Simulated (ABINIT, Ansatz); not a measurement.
# A GW chain in ABINIT: CdS (Greenockite), part 2 of 3

Aim: the G0W0 gap of CdS (Greenockite) on PBE, step by step.

ABINIT 10.8.3; PBE and many-body steps on it, plane waves. Known limits of the many-body steps: not at the basis limit; no spin-orbit coupling; coarse k mesh.

So far. Step 2 (Ground state): The gap is direct, at Γ.

The database entry behind the starting cell differs from later determinations by our own check (about 0.35 % long), so it need not match the best structure at ambient conditions.

### 3. Bands along the symmetry lines

Level of this step: DFT, PBE, plane waves, norm-conserving pseudopotentials (ABINIT).

The cheap functional maps the bands first; the places of the edges decide which points the dearer methods must see.

run.abi reads:

```
acell 3*1.0 Angstrom
rprim 
  4.149999999997 0.000000000001 0.000000000000
  -2.074999999999 3.594005425702 0.000000000000
  0.000000000000 0.000000000000 6.737000000000
ntypat 2
znucl 48 16
natom 4
typat 1 1 2 2
xred 
  0.333333333333 0.666666666667 0.000000000000
  0.666666666667 0.333333333333 0.500000000000
  0.333333333333 0.666666666667 0.375000000000
  0.666666666667 0.333333333333 0.875000000000
pp_dirpath "pseudos"
pseudos "Cd.upf, S.upf"
ecut 47
iscf -2
irdden 1
kptopt 0
nkpt 39
kpt 
  0.00000000 0.00000000 0.00000000
  0.12500000 0.00000000 0.00000000
  0.25000000 0.00000000 0.00000000
  0.37500000 0.00000000 0.00000000
  0.50000000 0.00000000 0.00000000
  0.45833333 0.08333333 0.00000000
  0.41666666 0.16666666 0.00000000
  0.37500000 0.25000000 0.00000000
  0.33333333 0.33333333 0.00000000
  0.25000000 0.25000000 0.00000000
  0.16666666 0.16666666 0.00000000
  0.08333333 0.08333333 0.00000000
  0.00000000 0.00000000 0.00000000
  0.00000000 0.00000000 0.12500000
  0.00000000 0.00000000 0.25000000
  0.00000000 0.00000000 0.37500000
  0.00000000 0.00000000 0.50000000
  0.12500000 0.00000000 0.50000000
  0.25000000 0.00000000 0.50000000
  0.37500000 0.00000000 0.50000000
  0.50000000 0.00000000 0.50000000
  0.45833333 0.08333333 0.50000000
  0.41666666 0.16666666 0.50000000
  0.37500000 0.25000000 0.50000000
  0.33333333 0.33333333 0.50000000
  0.25000000 0.25000000 0.50000000
  0.16666666 0.16666666 0.50000000
  0.08333333 0.08333333 0.50000000
  0.00000000 0.00000000 0.50000000
  0.50000000 0.00000000 0.50000000
  0.50000000 0.00000000 0.37500000
  0.50000000 0.00000000 0.25000000
  0.50000000 0.00000000 0.12500000
  0.50000000 -0.00000000 0.00000000
  0.33333333 0.33333333 0.50000000
  0.33333333 0.33333333 0.37500000
  0.33333333 0.33333333 0.25000000
  0.33333333 0.33333333 0.12500000
  0.33333333 0.33333333 0.00000000
istwfk *1
nband 33
nbdbuf 2
tolwfr 1e-08
nstep 40
prtwf 0
prtvol 0
indata_prefix "in"
outdata_prefix "out"
tmpdata_prefix "tmp"
```

On the command line:

```
OMP_NUM_THREADS=1 mpirun -n 4 abinit run.abi > log
```

Numbers of over 12 decimals in the logs are rounded to 6 here.

The log of the run:

```text
.Version 10.8.3 of ABINIT. v10.8.2 released Aug 2026.

 Symmetries : space group P6_3 m c (#186); Bravais hP (primitive hexag.)
[... echo of the input left out ...]
== DATASET  1 ==================================================================
-   mpi_nproc: 4, omp_nthreads: 1 (-1 if OMP is not activated)

--- !DatasetInfo
iteration_state: {dtset: 1, }
dimensions: {natom: 4, nkpt: 39, mband: 33, nsppol: 1, nspinor: 1, nspden: 1, mpw: 10466, }
cutoff_energies: {ecut:  47.0, pawecutdg:  -1.0, }
electrons: {nelect:   5.20000000E+01, charge:   0.00000000E+00, occopt:   1.00000000E+00, tsmear:   1.00000000E-02, }

 Real(R)+Recip(G) space primitive vectors, cartesian coordinates (Bohr,Bohr^-1):
 R(1)=  7.8423634  0.0000000  0.0000000  G(1)=  0.1275126  0.0736194  0.0000000
 R(2)= -3.9211817  6.7916859  0.0000000  G(2)=  0.0000000  0.1472388  0.0000000
 R(3)=  0.0000000  0.0000000 12.7310849  G(3)=  0.0000000  0.0000000  0.0785479
 Unit cell volume ucvol=  6.7809411E+02 bohr^3
 Angles (23,13,12)=  9.00000000E+01  9.00000000E+01  1.20000000E+02 degrees

 getcut: wavevector=  0.0000  0.0000  0.0000  ngfft=  50  50  80
         ecut(hartree)=     47.000   => boxcut(ratio)=   2.03615

--- Pseudopotential description ------------------------------------------------
- Cd Generated using ONCVPSP code by D. R. Hamann
- 48.00000  20.00000  171031                  znucl, zion, pspdat
12 -101130 2 -1 1368                          pspcod,pspxc,lmax,lloc,mmax
     nproj     2     2     2
  pspatm : epsatm=   23.16453630
         --- l  ekb(1:nproj) -->
             0   51.917189    3.534234
             1    8.636196    1.282240
             2    0.687672   -0.678465
 pspatm: atomic psp has been read  and splines computed

- S Generated using ONCVPSP code by D. R. Hamann
- 16.00000   6.00000  171031                  znucl, zion, pspdat
12 -101130 2 -1 1146                          pspcod,pspxc,lmax,lloc,mmax
     nproj     2     2     2
  pspatm : epsatm=    9.01821529
         --- l  ekb(1:nproj) -->
[...]
pspatm: atomic psp has been read  and splines computed

--------------------------------------------------------------------------------

================================================================================
 prteigrs : about to open file out_EIG
 Non-SCF case, kpt    1 (  0.00000  0.00000  0.00000), residuals and eigenvalues=
  4.19E-09  3.82E-09  6.55E-09  4.47E-09  2.57E-09  6.13E-09  2.73E-09  8.09E-09
  2.86E-09  4.86E-09  4.75E-09  5.88E-09  6.72E-09  2.68E-09  5.30E-09  3.04E-09
  4.96E-09  7.02E-09  6.65E-09  8.10E-09  6.21E-09  7.46E-09  6.01E-09  2.10E-09
[...]
7.95E-05
 -3.5688E+00 -3.5687E+00 -2.1380E+00 -2.1380E+00 -2.1379E+00 -2.1379E+00
 -2.1379E+00 -2.1379E+00 -2.9514E-01 -2.7942E-01 -1.2671E-01 -1.2578E-01
 -1.2578E-01 -1.2266E-01 -1.2266E-01 -1.1137E-01 -1.1137E-01 -1.0811E-01
[...]
1.29E-05
[...]
Non-SCF case, kpt   38 (  0.33333  0.33333  0.12500), residuals and eigenvalues=
[...]
Non-SCF case, kpt   39 (  0.33333  0.33333  0.00000), residuals and eigenvalues=
[...]
-9.0672E-02 -9.0672E-02  2.2522E-02  2.2522E-02  4.4602E-02  8.8961E-02
  8.8961E-02  9.7912E-02  3.2676E-01  3.4227E-01  3.4227E-01  4.1885E-01
[...]
--- !ResultsGS
iteration_state: {dtset: 1, }
comment   : Summary of ground state results
lattice_vectors:
- [  7.8423634,   0.0000000,   0.0000000, ]
- [ -3.9211817,   6.7916859,   0.0000000, ]
- [  0.0000000,   0.0000000,  12.7310849, ]
lattice_lengths: [   7.84236,    7.84236,   12.73108, ]
lattice_angles: [ 90.000,  90.000, 120.000, ] # degrees, (23, 13, 12)
lattice_volume:   6.7809411E+02
convergence: {deltae:  0.000E+00, res2:  0.000E+00, residm:  9.992E-09, diffor:  0.000E+00, }
etotal    :  -3.72830653E+02
entropy   :   0.00000000E+00
fermie    :   1.56514680E-01
cartesian_stress_tensor: null
pressure_GPa: null
xred      :
- [  3.3333E-01,   6.6667E-01,   0.0000E+00, Cd]
- [  6.6667E-01,   3.3333E-01,   5.0000E-01, Cd]
- [  3.3333E-01,   6.6667E-01,   3.7500E-01,  S]
- [  6.6667E-01,   3.3333E-01,   8.7500E-01,  S]
cartesian_forces: null
force_length_stats: {min: null, max: null, mean: null, }

 Integrated electronic density in atomic spheres:
 ------------------------------------------------
 Atom  Sphere_radius  Integrated_density
[...]
================================================================================

 ----iterations are completed or convergence reached----

 Mean square residual over all n,k,spin=   49.970E-10; max=  99.916E-10
 reduced coordinates (array xred) for    4 atoms
[...]
0.333333333333      0.666666666667      0.375000000000
       0.666666666667      0.333333333333      0.875000000000

 cartesian coordinates (angstrom) at end:
    1     -3.3e-13     2.396004     0.000000
    2      2.075000     1.198002     3.368500
    3     -3.3e-13     2.396004     2.526375
    4      2.075000     1.198002     5.894875
 length scales=  1.889726125908  1.889726125908  1.889726125908 bohr
              =  1.000000000000  1.000000000000  1.000000000000 angstroms
 prteigrs : about to open file out_EIG
 Eigenvalues (hartree) for nkpt=  39  k points:
 kpt#   1, nband= 33, wtk=  1.00000, kpt=  0.0000  0.0000  0.0000 (reduced coord)
[...]
kpt#   2, nband= 33, wtk=  1.00000, kpt=  0.1250  0.0000  0.0000 (reduced coord)
[...]
kpt#   3, nband= 33, wtk=  1.00000, kpt=  0.2500  0.0000  0.0000 (reduced coord)
[...]
kpt#  38, nband= 33, wtk=  1.00000, kpt=  0.3333  0.3333  0.1250 (reduced coord)
[...]
0.48591
 kpt#  39, nband= 33, wtk=  1.00000, kpt=  0.3333  0.3333  0.0000 (reduced coord)
[...]
-0.11064   -0.10861   -0.09067   -0.09067    0.02252    0.02252    0.04460    0.08896
   0.08896    0.09791    0.32676    0.34227    0.34227    0.41885    0.42808    0.42808
   0.47372

== END DATASET(S) ==============================================================
================================================================================

 -outvars: echo values of variables after computation  --------
            nband          33
             nkpt          39
          spgroup         186
 [... the other variables as echoed above ...]

 Calculation completed.
```

Elapsed: 96 s, on 4 MPI ranks of Arm Neoverse V1, shared host; peak memory 0.52 GiB; 6.4 min of CPU time.

Numbers from this step:

| Property | Result |
| --- | --- |
| gap | 1.175 eV |
| k of the valence top | 0, 0, 0 |
| k of the conduction bottom | 0, 0, 0 |
| least direct gap | 1.175 eV |

The gap is 1.175 eV, as in the run before at this level.

Electronic bands along the path, in eV, zero at the top of the highest filled band:

```tsv
point	band 23	band 24	band 25	band 26	band 27	band 28	band 29	band 30
Γ	-0.76	-0.05	0.00	0.00	1.18	2.76	6.44	6.44
halfway	-1.92	-1.35	-0.50	-0.37	2.95	3.98	5.48	6.38
M	-2.63	-1.85	-1.29	-0.73	3.69	3.86	5.09	6.36
halfway	-2.66	-2.15	-1.43	-1.18	4.29	4.67	4.92	6.42
K	-3.05	-1.84	-1.84	-1.59	4.63	5.05	5.05	7.14
halfway	-2.37	-1.64	-0.65	-0.62	3.37	4.49	5.54	5.78
Γ	-0.76	-0.05	0.00	0.00	1.18	2.76	6.44	6.44
halfway	-0.65	-0.65	-0.12	-0.12	2.06	2.84	6.28	6.51
A	-0.39	-0.39	-0.39	-0.39	2.82	2.82	6.16	6.16
halfway	-1.31	-1.31	-0.88	-0.88	3.79	3.79	5.39	5.39
L	-1.32	-1.32	-1.32	-1.32	3.46	3.46	5.36	5.36
halfway	-1.93	-1.93	-1.16	-1.16	3.98	3.98	5.69	5.69
H	-2.38	-2.38	-1.11	-1.11	4.36	4.36	6.08	6.08
halfway	-1.33	-1.33	-1.17	-1.17	4.11	4.11	5.40	5.40
A	-0.39	-0.39	-0.39	-0.39	2.82	2.82	6.16	6.16
jump to L	-1.32	-1.32	-1.32	-1.32	3.46	3.46	5.36	5.36
halfway	-2.12	-1.70	-1.11	-0.91	3.30	3.89	5.55	5.61
M	-2.63	-1.85	-1.29	-0.73	3.69	3.86	5.09	6.36
jump to H	-2.38	-2.38	-1.11	-1.11	4.36	4.36	6.08	6.08
halfway	-2.86	-1.85	-1.47	-1.47	4.75	4.75	5.07	6.71
K	-3.05	-1.84	-1.84	-1.59	4.63	5.05	5.05	7.14
```

### 4. Empty states on the mesh, 3×3×2 mesh, 475 bands

The sums over transitions need many empty states on a uniform mesh; this step solves for them.

run.abi reads:

```
acell 3*1.0 Angstrom
rprim 
  4.149999999997 0.000000000001 0.000000000000
  -2.074999999999 3.594005425702 0.000000000000
  0.000000000000 0.000000000000 6.737000000000
ntypat 2
znucl 48 16
natom 4
typat 1 1 2 2
xred 
  0.333333333333 0.666666666667 0.000000000000
  0.666666666667 0.333333333333 0.500000000000
  0.333333333333 0.666666666667 0.375000000000
  0.666666666667 0.333333333333 0.875000000000
pp_dirpath "pseudos"
pseudos "Cd.upf, S.upf"
ecut 47
ngkpt 3 3 2
nshiftk 1
shiftk 0 0 0
kptopt 1
chksymbreak 0
iscf -2
irdden 1
istwfk *1
nband 475
nbdbuf 42
tolwfr 1e-09
nstep 60
prtvol 0
indata_prefix "in"
outdata_prefix "out"
tmpdata_prefix "tmp"
```

The log of the run:

```text
.Version 10.8.3 of ABINIT. v10.8.2 released Aug 2026.

 Symmetries : space group P6_3 m c (#186); Bravais hP (primitive hexag.)
[... echo of the input left out ...]
== DATASET  1 ==================================================================
-   mpi_nproc: 4, omp_nthreads: 1 (-1 if OMP is not activated)

--- !DatasetInfo
iteration_state: {dtset: 1, }
dimensions: {natom: 4, nkpt: 6, mband: 475, nsppol: 1, nspinor: 1, nspden: 1, mpw: 10458, }
cutoff_energies: {ecut:  47.0, pawecutdg:  -1.0, }
electrons: {nelect:   5.20000000E+01, charge:   0.00000000E+00, occopt:   1.00000000E+00, tsmear:   1.00000000E-02, }

 Real(R)+Recip(G) space primitive vectors, cartesian coordinates (Bohr,Bohr^-1):
 R(1)=  7.8423634  0.0000000  0.0000000  G(1)=  0.1275126  0.0736194  0.0000000
 R(2)= -3.9211817  6.7916859  0.0000000  G(2)=  0.0000000  0.1472388  0.0000000
 R(3)=  0.0000000  0.0000000 12.7310849  G(3)=  0.0000000  0.0000000  0.0785479
 Unit cell volume ucvol=  6.7809411E+02 bohr^3
 Angles (23,13,12)=  9.00000000E+01  9.00000000E+01  1.20000000E+02 degrees

 getcut: wavevector=  0.0000  0.0000  0.0000  ngfft=  50  50  80
         ecut(hartree)=     47.000   => boxcut(ratio)=   2.03615

--- Pseudopotential description ------------------------------------------------
- Cd Generated using ONCVPSP code by D. R. Hamann
- 48.00000  20.00000  171031                  znucl, zion, pspdat
12 -101130 2 -1 1368                          pspcod,pspxc,lmax,lloc,mmax
     nproj     2     2     2
  pspatm : epsatm=   23.16453630
         --- l  ekb(1:nproj) -->
             0   51.917189    3.534234
             1    8.636196    1.282240
             2    0.687672   -0.678465
 pspatm: atomic psp has been read  and splines computed

- S Generated using ONCVPSP code by D. R. Hamann
- 16.00000   6.00000  171031                  znucl, zion, pspdat
12 -101130 2 -1 1146                          pspcod,pspxc,lmax,lloc,mmax
     nproj     2     2     2
  pspatm : epsatm=    9.01821529
         --- l  ekb(1:nproj) -->
[...]
pspatm: atomic psp has been read  and splines computed

--------------------------------------------------------------------------------

================================================================================
 prteigrs : about to open file out_EIG
 Non-SCF case, kpt    1 (  0.00000  0.00000  0.00000), residuals and eigenvalues=
  3.33E-10  3.60E-10  4.71E-10  4.63E-10  4.46E-10  6.61E-10  4.72E-10  7.90E-10
  4.61E-10  5.34E-10  2.84E-10  3.12E-10  4.43E-10  4.83E-10  9.28E-10  3.35E-10
  4.68E-10  5.85E-10  9.72E-10  3.32E-10  5.10E-10  6.63E-10  9.11E-10  2.27E-10
[...]
-3.5688E+00 -3.5687E+00 -2.1380E+00 -2.1380E+00 -2.1379E+00 -2.1379E+00
 -2.1379E+00 -2.1379E+00 -2.9514E-01 -2.7942E-01 -1.2671E-01 -1.2578E-01
 -1.2578E-01 -1.2266E-01 -1.2266E-01 -1.1137E-01 -1.1137E-01 -1.0811E-01
[...]
5.5498E+00  5.5501E+00  5.5567E+00  5.5787E+00  5.5790E+00  5.5924E+00
  5.6097E+00  5.6115E+00  5.6167E+00  5.6227E+00  5.6309E+00  5.6344E+00
  5.6386E+00
 prteigrs : prtvol=0 or 1, do not print more k-points.

--- !ResultsGS
iteration_state: {dtset: 1, }
comment   : Summary of ground state results
lattice_vectors:
- [  7.8423634,   0.0000000,   0.0000000, ]
- [ -3.9211817,   6.7916859,   0.0000000, ]
- [  0.0000000,   0.0000000,  12.7310849, ]
lattice_lengths: [   7.84236,    7.84236,   12.73108, ]
lattice_angles: [ 90.000,  90.000, 120.000, ] # degrees, (23, 13, 12)
lattice_volume:   6.7809411E+02
convergence: {deltae:  0.000E+00, res2:  0.000E+00, residm:  9.928E-10, diffor:  0.000E+00, }
etotal    :  -3.72830653E+02
entropy   :   0.00000000E+00
fermie    :   1.56514680E-01
cartesian_stress_tensor: null
pressure_GPa: null
xred      :
- [  3.3333E-01,   6.6667E-01,   0.0000E+00, Cd]
- [  6.6667E-01,   3.3333E-01,   5.0000E-01, Cd]
- [  3.3333E-01,   6.6667E-01,   3.7500E-01,  S]
- [  6.6667E-01,   3.3333E-01,   8.7500E-01,  S]
cartesian_forces: null
force_length_stats: {min: null, max: null, mean: null, }

 Integrated electronic density in atomic spheres:
 ------------------------------------------------
 Atom  Sphere_radius  Integrated_density
[...]
================================================================================

 ----iterations are completed or convergence reached----

 Mean square residual over all n,k,spin=   39.638E-11; max=  99.282E-11
 reduced coordinates (array xred) for    4 atoms
[...]
0.666666666667      0.333333333333      0.875000000000

 cartesian coordinates (angstrom) at end:
    1     -3.3e-13     2.396004     0.000000
    2      2.075000     1.198002     3.368500
    3     -3.3e-13     2.396004     2.526375
    4      2.075000     1.198002     5.894875
 length scales=  1.889726125908  1.889726125908  1.889726125908 bohr
              =  1.000000000000  1.000000000000  1.000000000000 angstroms
 prteigrs : about to open file out_EIG
 Eigenvalues (hartree) for nkpt=   6  k points:
 kpt#   1, nband=475, wtk=  0.05556, kpt=  0.0000  0.0000  0.0000 (reduced coord)
[...]
5.52785    5.53473    5.53647    5.53656    5.53992    5.54979    5.54984    5.55011
   5.55674    5.57868    5.57896    5.59237    5.60966    5.61147    5.61666    5.62273
   5.63093    5.63437    5.63856
 prteigrs : prtvol=0 or 1, do not print more k-points.

== END DATASET(S) ==============================================================
================================================================================

 -outvars: echo values of variables after computation  --------
            nband         475
             nkpt           6
          spgroup         186
 [... the other variables as echoed above ...]

 Calculation completed.
```

It took 18 min on 4 MPI ranks; peak memory 0.84 GiB; 71 min of CPU time.

Numbers from this step:

| Quantity | Value |
| --- | --- |
| gap | 1.175 eV |
| k of the valence top | 0, 0, 0 |
| k of the conduction bottom | 0, 0, 0 |
| least direct gap | 1.175 eV |
| k points computed | 6 |
| lowest point of the top converged band, above the valence top | 138.5805 eV |

On this mesh the gap is 1.175 eV.

### 5. Screening, 3×3×2 mesh, 433 bands, screening to 217.7 eV

The RPA dielectric matrix is built and inverted for each q.

This step: RPA screening on PBE, plane waves, norm-conserving pseudopotentials.

Edit run.abi of step 4 so:

```diff
@@ -22,10 +22,11 @@
 chksymbreak 0
-iscf -2
-irdden 1
 istwfk *1
-nband 475
-nbdbuf 42
-tolwfr 1e-09
-nstep 60
-prtvol 0
+occopt 1
+irdwfk 1
+optdriver 3
+nband 433
+ecuteps 8
+inclvkb 2
+awtr 1
+symchi 1
 indata_prefix "in"
```

The log of the run:

```text
.Version 10.8.3 of ABINIT. v10.8.2 released Aug 2026.

 Symmetries : space group P6_3 m c (#186); Bravais hP (primitive hexag.)
[... echo of the input left out ...]
== DATASET  1 ==================================================================
-   mpi_nproc: 4, omp_nthreads: 1 (-1 if OMP is not activated)

--- !DatasetInfo
iteration_state: {dtset: 1, }
dimensions: {natom: 4, nkpt: 6, mband: 433, nsppol: 1, nspinor: 1, nspden: 1, mpw: 10458, }
cutoff_energies: {ecut:  47.0, pawecutdg:  -1.0, }
electrons: {nelect:   5.20000000E+01, charge:   0.00000000E+00, occopt:   1.00000000E+00, tsmear:   1.00000000E-02, }

 SCREENING: Calculation of the susceptibility and dielectric matrices

 Based on a program developped by R.W. Godby, V. Olevano, G. Onida, and L. Reining.
 Incorporated in ABINIT by V. Olevano, G.-M. Rignanese, and M. Torrent.
.Using double precision arithmetic ; gwpc =  8

[... cell and pseudopotentials left out ...]
--------------------------------------------------------------------------------

 ==== K-mesh for the wavefunctions ====
 Number of points in the irreducible wedge :     6
[... list of points left out ...]
 Together with 12 symmetry operations and time-reversal symmetry
 yields    18 points in the full Brillouin Zone.

 ==== Q-mesh for the screening function ====
 Number of points in the irreducible wedge :     6
[... list of points left out ...]
 Together with 12 symmetry operations and time-reversal symmetry
 yields    18 points in the full Brillouin Zone.

 setmesh: FFT mesh size selected  =    30x   30x   60
          total number of points  =        54000

 vcoul_init : cutoff-mode = AUXILIARY_FUNCTION
 q-points for optical limit:   1
     1)      0.000010    0.000020    0.000030

- screening: taking advantage of time-reversal symmetry
- Maximum band index for partially occupied states nbvw = 26
- Remaining bands to be divided among processors   nbcw = 407
- Number of bands treated by each node ~101

 Number of electrons calculated from density =   52.0000; Expected =   52.0000
 average of density, n =  0.076686
 r_s =    1.4602
 omega_plasma =   26.7124 [eV]

 calculating chi0 at frequencies [eV] :
  1    0.000000E+00    0.000000E+00
  2    0.000000E+00    2.671236E+01

--------------------------------------------------------------------------------
  q-point number  1        q = ( 0.000000, 0.000000, 0.000000) [r.l.u.]
--------------------------------------------------------------------------------
[... chi0 elements left out ...]
 For q-point:  0.000010 0.000020 0.000030
  dielectric constant =  13.9147
  dielectric constant without local fields =  14.7367

  Average fulfillment of the sum rule on Im[epsilon] for q-point    1 :     83.80  [%]
[... wings left out ...]
  q-point number  2        q = ( 0.333333, 0.000000, 0.000000) [r.l.u.]
--------------------------------------------------------------------------------
[... chi0 elements left out ...]
  Average fulfillment of the sum rule on Im[epsilon] for q-point    2 :     86.21  [%]

 [... 4 further q-points ...]
```

Elapsed: 6.6 min, on 4 MPI ranks; peak memory 3.5 GiB.

This step gave:

| Item | Value |
| --- | --- |
| ε∞ with local fields, on this mesh, along the program's q direction | 13.91 |
| the same without local fields | 14.74 |
| plasma frequency | 26.71 eV |
| plane waves in the screening matrix | 713 |

Local fields lower ε∞ by 6 %. On a Γ-centred mesh this coarse the value itself is usually too large, while a short band sum pulls it down.

(Continued in part 3 of 3.)

[Paths, hosts, dates, memory and timing lines, banners, echoed tables and standing remarks are left out of the program output.]

[Logs are printed without paths, hosts, clocks, repeated set-up lines and the standing remarks that a program may print on its own settings, such as how far it seeks lower states.]

[Runs of the session that timed out or met a known fault of the program may be left out.]

[Hosts, paths, dates, database ids (printed as entryN), source tags and the programs' standing remarks are cut or masked in the printed files.]

[G0W0 gaps are taken among the corrected bands and points alone; a level outside them can change the order at an edge.]

[Where Ansatz stands beside ABINIT at settings called matched, ABINIT's density can come from a denser mesh and the files from another edition; pairs whose starting gaps differed by over 0.03 eV were left out, so agreement reads better than it is.]
